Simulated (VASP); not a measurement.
# GaP (F-43m) in VASP: settings compared

One crystal, GaP, is run at these levels: RPBE+D3, RPBE+D3(BJ); tasks: relaxation of cell and atoms.

Program: VASP 6.6.1. These are calculated values, not measurements. Logs are shortened: lines on timing, memory, paths and dates and some standing lists are left out, and cuts for length are marked.

## (1) Starting point

Symmetry: F-43m, No. 216, cubic system. Conventional cell: a = 5.451 Å, b = 5.451 Å, c = 5.451 Å, α = 90.00°, β = 90.00°, γ = 90.00°. Ga (site symmetry -43m) has 4 P at 2.36 Å as nearest neighbours. P (site symmetry -43m) is surrounded by 4 Ga at 2.36 Å.

## (2) Relaxation of cell and atoms, RPBE+D3

Contents of INCAR:

```
ALGO = Fast ; EDIFF = 1E-7
EDIFFG = -0.02 ; ENCUT = 600
GGA = RP ; IBRION = 2
ISIF = 3 ; ISMEAR = -1
IVDW = 11 ; LASPH = True
LCHARG = False ; LREAL = False
LWAVE = False ; NELM = 100
NSW = 40 ; PREC = Accurate
SIGMA = 0.05
```

Contents of KPOINTS:

```
k-points
0
Gamma
  8 8 8
```

Contents of POSCAR:

```
GaP
1.0
    0.0000000000      2.7252500000      2.7252500000
    2.7252500000      0.0000000000      2.7252500000
    2.7252500000      2.7252500000      0.0000000000
Ga P
1 1
Direct
    0.0000000000      0.0000000000      0.0000000000
    0.7500000000      0.7500000000      0.7500000000
```

Potentials or basis: VASP PAW PBE potentials, release 64 (Ga_d, P).

The run is started by

```
> cat potpaw_PBE.64/Ga_d/POTCAR potpaw_PBE.64/P/POTCAR > POTCAR
> mpirun -np 1 vasp_std > vasp.out
```

OUTCAR:

```text
EDIFF = 1E-7
   EDIFFG = -0.02
   ENCUT = 600
   GGA = RP
   IBRION = 2
   ISIF = 3
   ISMEAR = -1
   IVDW = 11
   LASPH = True
   LREAL = False
   NELM = 100
   NSW = 40
   PREC = Accurate
 IVDW          = 11

 ion  position               nearest neighbor table
   1  0.000  0.000  0.000-   2 2.36   2 2.36   2 2.36   2 2.36
   2  0.750  0.750  0.750-   1 2.36   1 2.36   1 2.36   1 2.36

  LATTYP: Found a face centered cubic cell.
 ALAT       =     5.4505000000

  Lattice vectors:

 A1 = (   0.0000000000,   2.7252500000,   2.7252500000)
 A2 = (   2.7252500000,   0.0000000000,   2.7252500000)
 A3 = (   2.7252500000,   2.7252500000,   0.0000000000)

Analysis of symmetry for initial positions (statically):
=====================================================================
 Subroutine PRICEL returns:
 Original cell was already a primitive cell.

 Routine SETGRP: Setting up the symmetry group for a
 face centered cubic supercell.

 Subroutine GETGRP returns: Found 24 space group operations
 (whereof 24 operations were pure point group operations)
 out of a pool of 48 trial point group operations.

The static configuration has the point symmetry T_d .

Analysis of symmetry for dynamics (positions and initial velocities):
=====================================================================
 Subroutine PRICEL returns:
 Original cell was already a primitive cell.

 Routine SETGRP: Setting up the symmetry group for a
 face centered cubic supercell.

 Subroutine GETGRP returns: Found 24 space group operations
 (whereof 24 operations were pure point group operations)
 out of a pool of 48 trial point group operations.

The dynamic configuration has the point symmetry T_d .

 Subroutine INISYM returns: Found 24 space group operations
 (whereof 24 operations are pure point group operations),
 and found     1 'primitive' translations

----------------------------------------------------------------------------------------

                                     Primitive cell

  volume of cell :      40.4808

  direct lattice vectors                    reciprocal lattice vectors
     0.000000000  2.725250000  2.725250000    -0.183469406  0.183469406  0.183469406
     2.725250000  0.000000000  2.725250000     0.183469406 -0.183469406  0.183469406
     2.725250000  2.725250000  0.000000000     0.183469406  0.183469406 -0.183469406

  length of vectors
     3.854085511  3.854085511  3.854085511     0.317778334  0.317778334  0.317778334

  position of ions in fractional coordinates (direct lattice)
     0.000000000  0.000000000  0.000000000
[... 75 lines left out ...]
   LASPH  =      T    aspherical Exc in radial PAW
   ENCUT  =  600.0 eV  44.10 Ry    6.64 a.u.   7.70  7.70  7.70*2*pi/ulx,y,z
   NELM   =    100;   NELMIN=  2; NELMDL= -5     # of ELM steps
   EDIFF  = 0.1E-06   stopping-criterion for ELM
   LREAL  =      F    real-space projection
   EDIFFG = -.2E-01   stopping-criterion for IOM
   NSW    =     40    number of steps for IOM
   IBRION =      2    ionic relax: 0-MD 1-quasi-New 2-CG
   NFREE  =      1    steps in history (QN), initial steepest desc. (CG)
   ISIF   =      3    stress and relaxation
   ISYM   =      2    0-nonsym 1-usesym 2-fastsym
   POTIM  = 0.5000    time-step for ionic-motion
   TEBEG  =    0.0;   TEEND  =   0.0 temperature during run
   PSTRESS=    0.0 pullay stress
   NELECT =      18.0000    total number of electrons
   NUPDOWN=      -1.0000    fix difference up-down
   EMIN   =  10.00;   EMAX   =-10.00  energy-range for DOS
   EFERMI =   0.00;   METHOD = LEGACY
   ISMEAR =    -1;   SIGMA  =   0.05  broadening in eV -4-tet -1-fermi 0-gaus
   EFERMI_NEDOS =   21; number of points for ismear=-14 and -15
   IALGO  =     68    algorithm
   IMIX   =      4    mixing-type and parameters
     AMIX     =   0.40;   BMIX     =  1.00
     AMIX_MAG =   1.60;   BMIX_MAG =  1.00
  volume/ion in A,a.u.               =      20.24       136.59
  Fermi-wavevector in a.u.,A,eV,Ry     =   1.249538  2.361284 21.243377  1.561344
  Thomas-Fermi vector in A             =   2.383574
   LORBIT       =      0    0 simple, 1 ext, 2 COOP (PROOUT), +10 PAW based schemes
   GGA     = RP    functional components
   LHFCALC =     F    Hartree Fock is set to
   AEXX    =    0.0000 exact exchange contribution
   IVDW    =    11    specifies the selected vdW correction
   LEPSILON=     F    determine dielectric tensor
   LRPA    =     F    only Hartree local field effects (RPA)
 conjugate gradient relaxation of ions
 non-spin polarized calculation
 RMM-DIIS sequential band-by-band and
  energy-cutoff  :      600.00
  volume of cell :       40.48
 maximum number of plane-waves:      1365
   NGX = 15   NGY = 15   NGZ = 15

--------------------------------------- Ionic step        1  -------------------------------------------

 number of electron      18.0000003 magnetization

 Free energy of the ion-electron system (eV)
  ---------------------------------------------------
  ext. energy  EPLUGINS =         0.00000000
  ---------------------------------------------------
  free energy    TOTEN  =        -8.42907373 eV

  energy without entropy =       -8.42907372  energy(sigma->0) =       -8.42907373

------------------------ aborting loop because EDIFF is reached ----------------------------------------

 Edisp (eV)   -0.65847

 E8    (eV) :    -0.1631
[... 71 lines left out ...]
--------------------------------------- Ionic step        3  -------------------------------------------

 number of electron      17.9999996 magnetization

 Free energy of the ion-electron system (eV)
  ---------------------------------------------------
  ext. energy  EPLUGINS =         0.00000000
  ---------------------------------------------------
  free energy    TOTEN  =        -8.44564119 eV

  energy without entropy =       -8.44564119  energy(sigma->0) =       -8.44564119

 E-fermi :   5.4016     XC(G=0):  -9.5811

 val. band max:        4.5676723284   @ k =   0.0000   0.0000   0.0000
 cond. band min:       6.2831591016   @ k =   0.5000   0.0000   0.0000
 fundamental gap:      1.7154867732
 Fermi energy:         5.4016446492

 k-point     1 :       0.0000    0.0000    0.0000
  band No.  band energies     occupation
      1      -9.9447      2.00000
      2      -9.9447      2.00000
      3      -9.9447      2.00000
      4      -9.8504      2.00000
      5      -9.8504      2.00000
      6      -7.7633      2.00000
      7       4.5677      2.00000
      8       4.5677      2.00000
      9       4.5677      2.00000
     10       6.3819      0.00000
     11       8.4905      0.00000
     12       8.4905      0.00000
     13       8.4905      0.00000
[... 354 lines left out ...]
  band No.  band energies     occupation
      1     -10.0271      2.00000
      2      -9.9153      2.00000
      3      -9.9042      2.00000
      4      -9.8549      2.00000
      5      -9.8434      2.00000
      6      -5.3714      2.00000
      7      -1.7177      2.00000
      8       1.4710      2.00000
      9       2.6955      2.00000
     10       8.0356      0.00000
     11       8.9549      0.00000
     12      11.0124      0.00000
     13      12.5202      0.00000

 [... further k-points ...]

------------------------ aborting loop because EDIFF is reached ----------------------------------------

 Edisp (eV)   -0.64505

 E8    (eV) :    -0.1600
[... 25 lines left out ...]
  FREE ENERGIE OF THE ION-ELECTRON SYSTEM (eV)
  ---------------------------------------------------
  free  energy   TOTEN  =        -9.0906903227 eV

  energy  without entropy=       -9.0906903213  energy(sigma->0) =       -9.09069032

 reached required accuracy - stopping structural energy minimisation
```

CONTCAR:

```text
GaP
   1.00000000000000
     0.0000000000000000    2.7411816422707798    2.7411816422707798
     2.7411816422707798    0.0000000000000000    2.7411816422707798
     2.7411816422707798    2.7411816422707798   -0.0000000000000000
  Ga              P
     1     1
Direct
     0.0000000000000000    0.0000000000000000    0.0000000000000000
     0.7500000000000000    0.7500000000000000    0.7500000000000000

  0.00000000E+00  0.00000000E+00  0.00000000E+00
  0.00000000E+00  0.00000000E+00  0.00000000E+00
```

Wall time 36 s (1 thread of Intel Xeon Platinum 8488C (Sapphire Rapids), shared host); peak memory 0.2 GiB.

What came out:

```
Free energy                            : -9.0907 eV
Relaxed volume                         : 20.60 Å³/atom
Relaxed cell                           : a = 3.877 Å, b = 3.877 Å, c = 3.877 Å, α = 60.00°, β = 60.00°, γ = 60.00°
Space group after relaxing (to 0.05 Å) : F-43m (No. 216)
Energy gained by relaxing              : 1.6 meV/atom
Ionic steps                            : 3
Pressure after relaxing                : 0.0 GPa
Band gap on the k mesh                 : 1.72 eV, indirect (least direct gap 1.81 eV)
Dispersion energy per atom             : -0.323 eV
```

The path:
| step | energy change (eV) | largest force (eV/Å) | pressure (GPa) | volume (Å³) |
| --- | --- | --- | --- | --- |
| 1 | 0.0000 | 0.0000 | 1.44 | 40.48 |
| 2 | -0.0024 | 0.0000 | -0.74 | 41.55 |
| 3 | -0.0031 | 0.0000 | 0.01 | 41.19 |

Final structure:
```
Ga P
1.0
     0.00000    2.74118    2.74118
     2.74118    0.00000    2.74118
     2.74118    2.74118    0.00000
Ga P
1 1
Direct
  0.00000 0.00000 0.00000
  0.75000 0.75000 0.75000
```

Caveat: the PAW data sets were made with another functional, which shifts forces and pressure a little. RPBE gaps usually lie below the measured ones, often by a third to a half.

## (3) Relaxation of cell and atoms, RPBE+D3(BJ)

Contents of INCAR:

```
  PREC = Accurate
  ENCUT = 600
  EDIFF = 1E-6
  ISMEAR = -1
  SIGMA = 0.05
  LREAL = False
  LASPH = True
  NELM = 80
  ALGO = Normal
  ISIF = 3
  LWAVE = False
  LCHARG = False
  GGA = RP
  IVDW = 12
  IBRION = 2
  NSW = 60
  EDIFFG = -0.005
```

Contents of KPOINTS:

```
regular mesh
0
Gamma
  8 8 8
```

POSCAR is that of step 2.

Potentials or basis: VASP PAW PBE potentials, release 64 (Ga_d, P).

The run is started by

```
> cat potpaw_PBE.64/Ga_d/POTCAR potpaw_PBE.64/P/POTCAR > POTCAR
> mpirun -np 1 vasp_std > vasp.out
```

Wall time 58 s (1 thread of Intel Xeon Platinum 8488C (Sapphire Rapids), shared host); peak memory 0.2 GiB.

It converged, with:

| Item | Value |
| --- | --- |
| Free energy | -11.0784 eV |
| Relaxed volume | 18.55 Å³/atom |
| Relaxed cell | a = 3.744 Å, b = 3.744 Å, c = 3.744 Å, α = 60.00°, β = 60.00°, γ = 60.00° |
| Space group after relaxing (to 0.05 Å) | F-43m (No. 216) |
| Energy gained by relaxing | 39.9 meV/atom |
| Ionic steps | 8 |
| Pressure after relaxing | 0.0 GPa |
| Band gap on the k mesh | 1.54 eV, indirect (least direct gap 2.70 eV) |
| Dispersion energy per atom | -1.418 eV |

The path:
| step | energy change (eV) | largest force (eV/Å) | pressure (GPa) | volume (Å³) |
| --- | --- | --- | --- | --- |
| 1 | 0.0000 | 0.0000 | -7.03 | 40.48 |
| 2 | -0.0578 | 0.0000 | 4.57 | 35.50 |
| 3 | -0.0798 | 0.0000 | -0.08 | 37.10 |
| 4 | -0.0797 | 0.0000 | 0.23 | 37.03 |
| 5 | -0.0797 | 0.0000 | -0.22 | 37.17 |
| 6 | -0.0798 | 0.0000 | 0.11 | 37.09 |
| 7 | -0.0797 | 0.0000 | -0.11 | 37.11 |
| 8 | -0.0798 | 0.0000 | 0.02 | 37.10 |

Final structure:
```
Ga P
1.0
     0.00000    2.64714    2.64714
     2.64714    0.00000    2.64714
     2.64714    2.64714    0.00000
Ga P
1 1
Direct
  0.00000 0.00000 0.00000
  0.75000 0.75000 0.75000
```

Levels at points of the mesh, in eV from the valence-band top:
```tsv
k point	band 5	band 6	band 7	band 8	band 9	band 10	band 11	band 12	band 13
(0.00, 0.00, 0.00)	-14.59	-13.16	0.00	0.00	0.00	2.70	3.88	3.88	3.88
(0.50, 0.00, 0.00)	-14.58	-10.80	-7.12	-1.25	-1.25	2.03	4.70	4.70	8.58
(0.50, 0.50, 0.00)	-14.56	-9.78	-7.14	-2.99	-2.99	1.54	1.79	11.28	11.28
```

Caveat: the PAW data sets were made with another functional, which shifts forces and pressure a little. A k mesh can miss the band edges.
